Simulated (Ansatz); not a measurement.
# Li/BeS/Li: predicting the current at a higher bias

Set-up. Ansatz 0.2.0, plane waves with PAW datasets, PBE. The lower electrode is Li (bcc 001), the upper Li (bcc 001) and the barrier 5 atomic planes of BeS (zinc blende 001), 8.4 Å between the electrodes' last planes; the interfaces come from a short slab relaxed first (with D3(BJ) where the barrier is layered). Density and potential are solved under bias with the ions held; a positive bias raises the lower lead's Fermi level. The zero-bias conductance is G₀ = 5.02e13 S/m². The mesh check is the change of the current on every other mesh point.

The runs shown:

| V (V) | J (ampere/m²) | J / G₀V | mesh check (%) | lead misfit (meV) |
| --- | --- | --- | --- | --- |
| −0.80 | −3.69e13 | 0.9176 | 3 | 9 |
| +0.80 | 3.20e13 | 0.7958 | 6 | 16 |

**Question.** Write J = G₀V (1 + aV + bV²), the first terms of a series in the bias, fix a and b from the two rows, and predict J at +1 V.

Working: The odd part gives a = (0.7958 − 0.9176) / (2 × 0.8) = −0.076 V⁻¹, and the even part b = ((0.7958 + 0.9176) / 2 − 1) / 0.8² = −0.224 V⁻². At 1 V the bracket is 1 + (−0.076) + (−0.224) = 0.700, so J = 3.52e13 ampere/m².

**The withheld run.** The run gave 3.57e13 ampere/m² (J / G₀V = 0.711), with a mesh check of 4 %. The prediction is 0.985 times that, a miss under 10 %. A simple tunnel barrier gives b > 0; here it is negative.

Caveats: The interfaces are ideal, one cell wide, strained to a common net and relaxed from one registry with their symmetry kept. No spin-orbit coupling, phonons, disorder or image charges enter. The rows shown are chosen by tests on error estimates (under 100 to 120 %), lead steps (under 150 meV, though the program warns over 25), intact interfaces and, for fits, a steady trend in the rows shown; the data set holds 87 series of this kind, and not all pass.
